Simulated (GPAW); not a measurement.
Runs of GPAW 26.7.0 on GeS. Symmetry: Pnma, No. 62, orthorhombic system. Conventional cell: a = 10.481 Å, b = 3.646 Å, c = 4.299 Å, α = 90.00°, β = 90.00°, γ = 90.00°. Ge (site symmetry m) has 3 S at 2.44 to 2.45 Å as nearest neighbours. Around S (site symmetry m) lie 3 Ge at 2.44 to 2.45 Å. 

```csv
task,level,potentials or basis,band path,band points,data set,gap on the mesh (eV),V0 of scaled cells (Å³/atom),B0 (GPa)
band structure,PBE,"GPAW PAW data sets (gpaw-data 1.2.1), newer versions, pw","GXSYGZURTZ,YT,UX,SR",60,S v3,(a),-,-
equation of state,LDA,"PAW data sets generated in the run's folder for this functional, pw",-,-,-,-,19.77,(b)
band structure,GLLB-SC,"the program's PAW data sets (release 1.2.1) made for this functional, pw","GXSYGZURTZ,YT,UX,SR",80,-,1.93,-,-
equation of state,vdW-DF-cx,"GPAW PAW data sets (gpaw-data 1.2.1), pw",-,-,-,-,20.63,66
```

Alike in all rows: no spin polarisation; cell as given; k mesh 2 × 5 × 4; cutoff (eV) 600; smearing fermi-dirac 0.05 eV; the mesh is coarse, so values aren't converged.

Fill in the values left out.

(a) 1.11; (b) 73.

Caveats: some runs use coarse meshes; the cell was scaled at fixed shape and fractional positions, which overstates the stiffness of a crystal with free parameters, most of all of layers and chains (some runs); the GLLB-SC gap is the Kohn-Sham gap of the path plus the derivative discontinuity (some runs); a model potential gives levels but no total energy (some runs); an odd mesh through Γ misses points on the zone boundary, where band edges often lie (some runs); the PAW data sets were made with another functional, which shifts forces and pressure a little (some runs).

A k mesh can miss the band edges, and the runs leave out spin-orbit coupling on Ge.
